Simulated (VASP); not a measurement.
# Rh (Fm-3m) in VASP: settings compared

The runs below take Rh through relaxation of cell and atoms, single point, electron localisation function, with RPBE+D4+U, PBE, optB88-vdW.

All numbers are computed with VASP 6.6.1; they aren't measurements. Logs are shortened: lines on timing, memory, paths and dates and some standing lists are left out, and cuts for length are marked.

### 1 The structure

Symmetry: Fm-3m, No. 225, cubic system. The conventional cell has a = 3.796 Å, b = 3.796 Å, c = 3.796 Å, α = 90.00°, β = 90.00°, γ = 90.00°. Rh (site symmetry m-3m) is surrounded by 12 Rh at 2.68 Å.

### 2 Relaxation of cell and atoms, RPBE+D4+U

File INCAR:

```
SYSTEM = Rh
  PREC = Accurate
  ENCUT = 580
  EDIFF = 1E-7
  ISMEAR = 1
  SIGMA = 0.2
  LREAL = .False.
  LASPH = .True.
  NELM = 60
  ALGO = Normal
  ISIF = 3
  LWAVE = .False.
  LCHARG = .False.
  LMAXMIX = 4
  LDAU = .True.
  LDAUTYPE = 2
  LDAUL = 2
  LDAUU = 4
  LDAUJ = 0
  LDAUPRINT = 1
  GGA = RP
  IVDW = 13
  IBRION = 2
  NSW = 40
  EDIFFG = -0.02
```

File KPOINTS:

```
Automatic mesh
0
Gamma
  12 12 12
  0 0 0
```

File POSCAR:

```
Rh
1.0
    0.0000000000      1.8978500000      1.8978500000
    1.8978500000      0.0000000000      1.8978500000
    1.8978500000      1.8978500000      0.0000000000
Rh
1
Direct
    0.0000000000      0.0000000000      0.0000000000
```

Potentials or basis: VASP PAW PBE potentials, release 54 (Rh).

Run with:

```sh
$ cat potpaw_PBE.54/Rh/POTCAR > POTCAR
$ mpirun -np 1 vasp_std > vasp.out
```

OUTCAR:

```text
SYSTEM = Rh
   PREC = Accurate
   ENCUT = 580
   EDIFF = 1E-7
   ISMEAR = 1
   LREAL = .False.
   LASPH = .True.
   NELM = 60
   ISIF = 3
   GGA = RP
   IVDW = 13
   IBRION = 2
   NSW = 40
   EDIFFG = -0.02

 ion  position               nearest neighbor table
   1  0.000  0.000  0.000-

  LATTYP: Found a face centered cubic cell.
 ALAT       =     3.7957000000

  Lattice vectors:

 A1 = (   0.0000000000,   1.8978500000,   1.8978500000)
 A2 = (   1.8978500000,   0.0000000000,   1.8978500000)
 A3 = (   1.8978500000,   1.8978500000,   0.0000000000)

Analysis of symmetry for initial positions (statically):
=====================================================================
 Subroutine PRICEL returns:
 Original cell was already a primitive cell.

 Routine SETGRP: Setting up the symmetry group for a
 face centered cubic supercell.

 Subroutine GETGRP returns: Found 48 space group operations
 (whereof 48 operations were pure point group operations)
 out of a pool of 48 trial point group operations.

The static configuration has the point symmetry O_h .

Analysis of symmetry for dynamics (positions and initial velocities):
=====================================================================
 Subroutine PRICEL returns:
 Original cell was already a primitive cell.

 Routine SETGRP: Setting up the symmetry group for a
 face centered cubic supercell.

 Subroutine GETGRP returns: Found 48 space group operations
 (whereof 48 operations were pure point group operations)
 out of a pool of 48 trial point group operations.

The dynamic configuration has the point symmetry O_h .

 Subroutine INISYM returns: Found 48 space group operations
 (whereof 48 operations are pure point group operations),
 and found     1 'primitive' translations

----------------------------------------------------------------------------------------

                                     Primitive cell

  volume of cell :      13.6715

  direct lattice vectors                    reciprocal lattice vectors
     0.000000000  1.897850000  1.897850000    -0.263456016  0.263456016  0.263456016
     1.897850000  0.000000000  1.897850000     0.263456016 -0.263456016  0.263456016
     1.897850000  1.897850000  0.000000000     0.263456016  0.263456016 -0.263456016

  length of vectors
     2.683965209  2.683965209  2.683965209     0.456319205  0.456319205  0.456319205

  position of ions in fractional coordinates (direct lattice)
     0.000000000  0.000000000  0.000000000
[... 141 lines left out ...]
  volume of cell :       13.67
 maximum number of plane-waves:       448
 NGX is ok and might be reduce to    24
   NGX = 11   NGY = 11   NGZ = 11

--------------------------------------- Ionic step        1  -------------------------------------------

 number of electron       8.9999999 magnetization

 Free energy of the ion-electron system (eV)
  ---------------------------------------------------
  ext. energy  EPLUGINS =         0.00000000
  ---------------------------------------------------
  free energy    TOTEN  =        -3.24275263 eV

  energy without entropy =       -3.24598640  energy(sigma->0) =       -3.24383055

------------------------ aborting loop because EDIFF is reached ----------------------------------------

  DFT-D4 for vdW energy calculation

  Edisp (eV):   -1.64541
[... 135 lines left out ...]
  FREE ENERGIE OF THE ION-ELECTRON SYSTEM (eV)
  ---------------------------------------------------
  free  energy   TOTEN  =        -4.6441375499 eV

  energy  without entropy=       -4.6473667104  energy(sigma->0) =       -4.64521394

atom =   1  type =  1  l = 2

 onsite density matrix

spin component  1

  0.7222 -0.0000  0.0000 -0.0000 -0.0000
 -0.0000  0.7222 -0.0000  0.0000  0.0000
  0.0000 -0.0000  0.8487  0.0000  0.0000
 -0.0000  0.0000  0.0000  0.7222 -0.0000
 -0.0000  0.0000  0.0000 -0.0000  0.8487

spin component  2

  0.7222 -0.0000  0.0000 -0.0000 -0.0000
 -0.0000  0.7222 -0.0000  0.0000  0.0000
  0.0000 -0.0000  0.8487  0.0000  0.0000
 -0.0000  0.0000  0.0000  0.7222 -0.0000
 -0.0000  0.0000  0.0000 -0.0000  0.8487

 occupancies and eigenvectors

  o =  0.7222  v =  1.0000  0.0000  0.0000  0.0000  0.0000  0.0000  0.0000  0.0000  0.0000  0.0000      0.0000  0.0000  0.0000  0.0000  0.0000  0.0000  0.0000  0.0000  0.0000  0.0000
  o =  0.7222  v =  0.0000  0.0000  0.0000  0.0000  0.0000  1.0000  0.0000  0.0000  0.0000  0.0000      0.0000  0.0000  0.0000  0.0000  0.0000  0.0000  0.0000  0.0000  0.0000  0.0000
  o =  0.7222  v =  0.0000  0.9296  0.0000  0.3685  0.0000  0.0000  0.0000  0.0000  0.0000  0.0000      0.0000  0.0000  0.0000  0.0000  0.0000  0.0000  0.0000  0.0000  0.0000  0.0000
  o =  0.7222  v =  0.0000  0.0000  0.0000  0.0000  0.0000  0.0000  0.9296  0.0000  0.3685  0.0000      0.0000  0.0000  0.0000  0.0000  0.0000  0.0000  0.0000  0.0000  0.0000  0.0000
  o =  0.7222  v =  0.0000 -0.3685 -0.0000  0.9296 -0.0000  0.0000  0.0000  0.0000  0.0000  0.0000      0.0000  0.0000  0.0000  0.0000  0.0000  0.0000  0.0000  0.0000  0.0000  0.0000
  o =  0.7222  v =  0.0000  0.0000  0.0000  0.0000  0.0000  0.0000 -0.3685 -0.0000  0.9296 -0.0000      0.0000  0.0000  0.0000  0.0000  0.0000  0.0000  0.0000  0.0000  0.0000  0.0000
  o =  0.8487  v =  0.0000 -0.0000  0.0183  0.0000  0.9998  0.0000  0.0000  0.0000  0.0000  0.0000      0.0000  0.0000  0.0000  0.0000  0.0000  0.0000  0.0000  0.0000  0.0000  0.0000
  o =  0.8487  v =  0.0000  0.0000  0.0000  0.0000  0.0000  0.0000 -0.0000  0.0183  0.0000  0.9998      0.0000  0.0000  0.0000  0.0000  0.0000  0.0000  0.0000  0.0000  0.0000  0.0000
  o =  0.8487  v =  0.0000  0.0000  0.0000  0.0000  0.0000  0.0000  0.0000 -0.9998  0.0000  0.0183      0.0000  0.0000  0.0000  0.0000  0.0000  0.0000  0.0000  0.0000  0.0000  0.0000
  o =  0.8487  v =  0.0000  0.0000 -0.9998  0.0000  0.0183  0.0000  0.0000  0.0000  0.0000  0.0000      0.0000  0.0000  0.0000  0.0000  0.0000  0.0000  0.0000  0.0000  0.0000  0.0000

--------------------------------------- Ionic step        1  -------------------------------------------

 number of electron       9.0000000 magnetization

 Free energy of the ion-electron system (eV)
  ---------------------------------------------------
  ext. energy  EPLUGINS =         0.00000000
  ---------------------------------------------------
  free energy    TOTEN  =        -2.88050596 eV

  energy without entropy =       -2.88369496  energy(sigma->0) =       -2.88156896

 E-fermi :  12.5352     XC(G=0): -13.9890

 val. band max:       12.5181429401   @ k =   0.5000   0.4167   0.0833
 cond. band min:      12.5775962448   @ k =  -0.3333   0.3333   0.0000
 fundamental gap:      0.0594533047
 Fermi energy:        12.5352399680

[... ionic steps 2 to 4 ...]

--------------------------------------- Ionic step        5  -------------------------------------------

------------------------ aborting loop because EDIFF is reached ----------------------------------------

  DFT-D4 for vdW energy calculation
[... 26 lines left out ...]
  FREE ENERGIE OF THE ION-ELECTRON SYSTEM (eV)
  ---------------------------------------------------
  free  energy   TOTEN  =        -4.6441653903 eV

  energy  without entropy=       -4.6473543910  energy(sigma->0) =       -4.64522839

 reached required accuracy - stopping structural energy minimisation
```

Wall time 26 s (1 thread of Intel Xeon Platinum 8488C (Sapphire Rapids), shared host); peak memory 0.15 GiB.

Results:

```yaml
Free_energy: -4.6442 eV
Relaxed_volume: 12.68 Å³/atom
Relaxed_cell: a = 2.618 Å, b = 2.618 Å, c = 2.618 Å, α = 60.00°, β = 60.00°, γ = 60.00°
Space_group_after_relaxing_to_0.05_Å: Fm-3m (No. 225)
Energy_gained_by_relaxing: 60.9 meV/atom
Ionic_steps: 5
Pressure_after_relaxing: 0.2 GPa
Band_gap_on_the_k_mesh: none (metal or under the smearing width)
Dispersion_energy_per_atom: -1.764 eV
```

Step by step:
| step | energy change (eV) | largest force (eV/Å) | pressure (GPa) | volume (Å³) |
| --- | --- | --- | --- | --- |
| 1 | 0.0000 | 0.0000 | -18.38 | 13.67 |
| 2 | 0.3036 | 0.0000 | 72.34 | 10.80 |
| 3 | -0.0607 | 0.0000 | -1.24 | 12.74 |
| 4 | -0.0609 | 0.0000 | -0.30 | 12.70 |
| 5 | -0.0609 | 0.0000 | 0.15 | 12.68 |

Final structure:
```
Rh
1.0
     0.00000    1.85102    1.85102
     1.85102    0.00000    1.85102
     1.85102    1.85102    0.00000
Rh
1
Direct
  0.00000 0.00000 0.00000
```

Eigenvalues of the final occupation matrices:
```
    site  spin  trace               eigenvalues
site 1 d     1   3.86  0.72 0.72 0.72 0.85 0.85
site 1 d     2   3.86  0.72 0.72 0.72 0.85 0.85
```

Caveat: the PAW data sets were made with another functional, which shifts forces and pressure a little; U without spin polarisation on a metal has little footing; pairwise dispersion overbinds metals, which lowers pressure and volume; the U is typed as a test and isn't derived for this compound.

### 3 Single point, PBE

File INCAR:

```
SYSTEM = Rh
  PREC = Accurate
  ENCUT = 520
  EDIFF = 1E-7
  ISMEAR = 0
  SIGMA = 0.05
  LREAL = .False.
  LASPH = .True.
  NELM = 60
  ALGO = Normal
  ISIF = 2
  LWAVE = .False.
  LCHARG = .False.
  GGA = PE
  NBANDS = 14
```

File KPOINTS:

```
regular mesh
0
Gamma
  12 12 12
  0 0 0
```

POSCAR is that of step 2.

Potentials or basis: VASP PAW PBE potentials, release 54 (Rh_pv).

Run with:

```sh
$ cat potpaw_PBE.54/Rh_pv/POTCAR > POTCAR
$ mpirun -np 1 vasp_std > vasp.out
```

Wall time 12 s (1 thread of Intel Xeon Platinum 8488C (Sapphire Rapids), shared host); peak memory 0.12 GiB.

It converged, with:

```yaml
Free_energy: -7.2534 eV
Pressure: 7.3 GPa
Band_gap_on_the_k_mesh: none (metal or under the smearing width)
```

Levels at points of the mesh, in eV from the Fermi level:
| k point | band 3 | band 4 | band 5 | band 6 | band 7 | band 8 | band 9 | band 10 | band 11 | band 12 |
| --- | --- | --- | --- | --- | --- | --- | --- | --- | --- | --- |
| (0.00, 0.00, 0.00) | -46.45 | -8.04 | -3.15 | -3.15 | -3.15 | -1.05 | -1.05 | 15.96 | 20.43 | 21.45 |
| (0.50, 0.00, 0.00) | -46.55 | -6.21 | -3.23 | -3.23 | 0.52 | 0.52 | 0.69 | 8.65 | 15.46 | 20.43 |
| (0.50, 0.50, 0.00) | -46.72 | -6.41 | -6.04 | 0.49 | 0.94 | 0.94 | 3.23 | 12.30 | 13.32 | 13.32 |

### 4 Single point, PBE

File run.py:

```python
from ase.calculators.vasp import Vasp
from ase.dft.bandgap import bandgap
from ase.io import read

atoms = read('Rh.cif', primitive_cell=True, subtrans_included=False)
calc = Vasp(
    directory='calc',
    xc='pbe',
    pp='PBE',
    setups='recommended',
    pp_version='54',
    prec='Accurate',
    encut=520,
    ediff=1e-07,
    ismear=0,
    sigma=0.05,
    lreal=False,
    lasph=True,
    nelm=80,
    algo='Normal',
    isif=2,
    lwave=False,
    lcharg=False,
    kpts=[12, 12, 12],
    gamma=True,
)
atoms.calc = calc

print('energy (eV):', atoms.get_potential_energy())
print('free energy (eV):', atoms.get_potential_energy(force_consistent=True))
print('forces (eV/A):')
print(atoms.get_forces())
print('stress (eV/A^3, Voigt):', atoms.get_stress())
print('Fermi level (eV):', calc.get_fermi_level())
gap, top, bottom = bandgap(calc)
print('band gap (eV):', gap, 'from (spin, k, band)', top, 'to', bottom)
```

File Rh.cif:

```cif
data_Rh
_cell_length_a 3.79570000
_cell_length_b 3.79570000
_cell_length_c 3.79570000
_cell_angle_alpha 90.00000000
_cell_angle_beta 90.00000000
_cell_angle_gamma 90.00000000
_space_group_name_H-M_alt 'Fm-3m'
_space_group_name_Hall '-F 4 2 3'
_space_group_IT_number 225
loop_
_space_group_symop_operation_xyz
'x,y,z'
'-x,-y,-z'
'-y,x,z'
'y,-x,-z'
'-x,-y,z'
'x,y,-z'
'y,-x,z'
'-y,x,-z'
'x,-y,-z'
'-x,y,z'
'-y,-x,-z'
'y,x,z'
'-x,y,-z'
'x,-y,z'
'y,x,-z'
'-y,-x,z'
'z,x,y'
'-z,-x,-y'
'z,-y,x'
'-z,y,-x'
'z,-x,-y'
'-z,x,y'
'z,y,-x'
'-z,-y,x'
'-z,x,-y'
'z,-x,y'
'-z,-y,-x'
'z,y,x'
'-z,-x,y'
'z,x,-y'
'-z,y,x'
'z,-y,-x'
'y,z,x'
'-y,-z,-x'
'x,z,-y'
'-x,-z,y'
'-y,z,-x'
'y,-z,x'
'-x,z,y'
'x,-z,-y'
'-y,-z,x'
'y,z,-x'
'-x,-z,-y'
'x,z,y'
'y,-z,-x'
'-y,z,x'
'x,-z,y'
'-x,z,-y'
'x,y+1/2,z+1/2'
'-x,-y+1/2,-z+1/2'
'-y,x+1/2,z+1/2'
[... 62 lines left out ...]
'-z+1/2,-x,-y+1/2'
'z+1/2,-y,x+1/2'
'-z+1/2,y,-x+1/2'
'z+1/2,-x,-y+1/2'
'-z+1/2,x,y+1/2'
'z+1/2,y,-x+1/2'
'-z+1/2,-y,x+1/2'
'-z+1/2,x,-y+1/2'
'z+1/2,-x,y+1/2'
'-z+1/2,-y,-x+1/2'
'z+1/2,y,x+1/2'
'-z+1/2,-x,y+1/2'
'z+1/2,x,-y+1/2'
'-z+1/2,y,x+1/2'
'z+1/2,-y,-x+1/2'
'y+1/2,z,x+1/2'
'-y+1/2,-z,-x+1/2'
'x+1/2,z,-y+1/2'
'-x+1/2,-z,y+1/2'
'-y+1/2,z,-x+1/2'
'y+1/2,-z,x+1/2'
'-x+1/2,z,y+1/2'
'x+1/2,-z,-y+1/2'
'-y+1/2,-z,x+1/2'
'y+1/2,z,-x+1/2'
'-x+1/2,-z,-y+1/2'
'x+1/2,z,y+1/2'
'y+1/2,-z,-x+1/2'
'-y+1/2,z,x+1/2'
'x+1/2,-z,y+1/2'
'-x+1/2,z,-y+1/2'
'x+1/2,y+1/2,z'
'-x+1/2,-y+1/2,-z'
'-y+1/2,x+1/2,z'
'y+1/2,-x+1/2,-z'
'-x+1/2,-y+1/2,z'
'x+1/2,y+1/2,-z'
'y+1/2,-x+1/2,z'
'-y+1/2,x+1/2,-z'
'x+1/2,-y+1/2,-z'
'-x+1/2,y+1/2,z'
'-y+1/2,-x+1/2,-z'
'y+1/2,x+1/2,z'
'-x+1/2,y+1/2,-z'
'x+1/2,-y+1/2,z'
'y+1/2,x+1/2,-z'
'-y+1/2,-x+1/2,z'
'z+1/2,x+1/2,y'
'-z+1/2,-x+1/2,-y'
'z+1/2,-y+1/2,x'
'-z+1/2,y+1/2,-x'
'z+1/2,-x+1/2,-y'
'-z+1/2,x+1/2,y'
'z+1/2,y+1/2,-x'
'-z+1/2,-y+1/2,x'
'-z+1/2,x+1/2,-y'
'z+1/2,-x+1/2,y'
'-z+1/2,-y+1/2,-x'
'z+1/2,y+1/2,x'
'-z+1/2,-x+1/2,y'
'z+1/2,x+1/2,-y'
'-z+1/2,y+1/2,x'
'z+1/2,-y+1/2,-x'
'y+1/2,z+1/2,x'
'-y+1/2,-z+1/2,-x'
'x+1/2,z+1/2,-y'
'-x+1/2,-z+1/2,y'
'-y+1/2,z+1/2,-x'
'y+1/2,-z+1/2,x'
'-x+1/2,z+1/2,y'
'x+1/2,-z+1/2,-y'
'-y+1/2,-z+1/2,x'
'y+1/2,z+1/2,-x'
'-x+1/2,-z+1/2,-y'
'x+1/2,z+1/2,y'
'y+1/2,-z+1/2,-x'
'-y+1/2,z+1/2,x'
'x+1/2,-z+1/2,y'
'-x+1/2,z+1/2,-y'
loop_
_atom_site_label
_atom_site_type_symbol
_atom_site_symmetry_multiplicity
_atom_site_Wyckoff_symbol
_atom_site_fract_x
_atom_site_fract_y
_atom_site_fract_z
_atom_site_occupancy
Rh1 Rh 4 a 0.0000000000 0.0000000000 0.0000000000 1
```

Run with:

```sh
$ python run.py
```

It took 10 s on 1 thread of Intel Xeon Platinum 8488C (Sapphire Rapids), shared host; peak memory 0.12 GiB.

It converged, with:

```yaml
Free_energy: -7.2534 eV
Pressure: 7.3 GPa
Band_gap_on_the_k_mesh: none (metal or under the smearing width)
```

Levels at points of the mesh, in eV from the Fermi level:
| k point | band 3 | band 4 | band 5 | band 6 | band 7 | band 8 | band 9 | band 10 | band 11 |
| --- | --- | --- | --- | --- | --- | --- | --- | --- | --- |
| (0.00, 0.00, 0.00) | -46.45 | -8.04 | -3.15 | -3.15 | -3.15 | -1.05 | -1.05 | 15.96 | 20.44 |
| (0.50, 0.00, 0.00) | -46.55 | -6.21 | -3.23 | -3.23 | 0.52 | 0.52 | 0.69 | 8.65 | 15.46 |
| (0.50, 0.50, 0.00) | -46.72 | -6.41 | -6.04 | 0.49 | 0.94 | 0.94 | 3.23 | 12.30 | 13.32 |

### 5 Electron localisation function, optB88-vdW, collinear spin, antiferromagnetic start (volume scaled by 0.8)

File INCAR:

```
SYSTEM = Rh
AGGAC = 0.0 ; ALGO = Fast
EDIFF = 1E-6 ; ENCUT = 520
GGA = BO ; ISIF = 2
ISMEAR = 1 ; ISPIN = 2
LASPH = .True. ; LCHARG = .True.
LELF = .True. ; LMAXMIX = 4
LORBIT = 11 ; LREAL = .False.
LUSE_VDW = .True. ; LWAVE = .False.
MAGMOM = 0.6 -0.6 ; NELM = 60
PARAM1 = 0.1833333333 ; PARAM2 = 0.22
PREC = Accurate ; SIGMA = 0.1
```

File KPOINTS:

```
k-points
0
Gamma
  13 13 13
  0 0 0
```

File POSCAR:

```
Rh
1.0
    1.7618078736      1.7618078736      3.5236157472
    1.7618078736     -1.7618078736      0.0000000000
    1.7618078736      1.7618078736      0.0000000000
Rh
2
Direct
    0.0000000000      0.0000000000      0.0000000000
    0.5000000000      0.5000000000      0.0000000000
```

Potentials or basis: VASP PAW PBE potentials, release 64 (Rh_pv).

Run with:

```sh
$ cat potpaw_PBE.64/Rh_pv/POTCAR > POTCAR
$ mpirun -np 1 vasp_std > vasp.out
```

It took 2.2 min on 1 thread of Intel Xeon Platinum 8488C (Sapphire Rapids), shared host; peak memory 0.36 GiB.

Results (log left out):

```
Free energy                                           : -5.8679 eV
Pressure                                              : 122.7 GPa
Band gap on the k mesh                                : none (metal or under the smearing width)
Net moment                                            : 0.00 μB per cell
Valence electrons inside the program's atomic spheres : Rh 14.36
```

Levels at points of the mesh, in eV from the Fermi level:
Spin up:
```tsv
k point	band 12	band 13	band 14	band 15	band 16	band 17	band 18	band 19
(0.00, 0.00, 0.00)	-4.34	-1.38	-1.38	0.84	1.51	1.51	3.94	14.84
```
Spin down:
```csv
k point,band 11,band 12,band 13,band 14,band 15,band 16,band 17,band 18,band 19
"(0.00, 0.00, 0.00)",-4.34,-4.34,-1.38,-1.38,0.84,1.51,1.51,3.94,14.84
```

Caveat: the PAW data sets were made with another functional, which shifts forces and pressure a little.

### 6 The reference run

An earlier run on the cell as given: functional PBEsol; potentials or basis VASP PAW PBE potentials, release 64 (Rh_pv); cutoff 520 eV; k mesh 12 × 12 × 12; occupations fermi-dirac, width 0.05 eV; no spin polarisation.

* Pressure: -3.8 GPa
* Band gap on the k mesh: none (metal or under the smearing width)

### 7 Summary

```csv
task,level,potentials or basis,spin,U,cell,k mesh,cutoff (eV),smearing,supercell matrix,ladder,gap on the mesh (eV),pressure (GPa)
relaxation of cell and atoms,RPBE+D4+U,"VASP PAW PBE potentials, release 54 (Rh)",off,Rh d U = 4 eV,relaxed,12 × 12 × 12,580,methfessel-paxton 0.2 eV,-,-,none,0.2
single point,PBE,"VASP PAW PBE potentials, release 54 (Rh_pv)",off,-,as given,12 × 12 × 12,520,gaussian 0.05 eV,-,-,none,7.3
electron localisation function,optB88-vdW,"VASP PAW PBE potentials, release 64 (Rh_pv)","collinear, antiferromagnetic start",-,volume scaled by 0.8,13 × 13 × 13,520,methfessel-paxton 0.1 eV,"[1, 1, 0, -1, 1, 0, 0, 0, 1]",-,none,122.7
single point,PBEsol,"VASP PAW PBE potentials, release 64 (Rh_pv)",off,-,as given,12 × 12 × 12,520,fermi-dirac 0.05 eV,-,free,none,-3.8
```

Caveats: the PAW data sets were made with another functional, which shifts forces and pressure a little (some runs); U without spin polarisation on a metal has little footing (some runs); pairwise dispersion overbinds metals, which lowers pressure and volume (some runs); the U is typed as a test and isn't derived for this compound (some runs).

Total energies depend on the potentials used, so only differences within one code and one set of settings carry meaning.
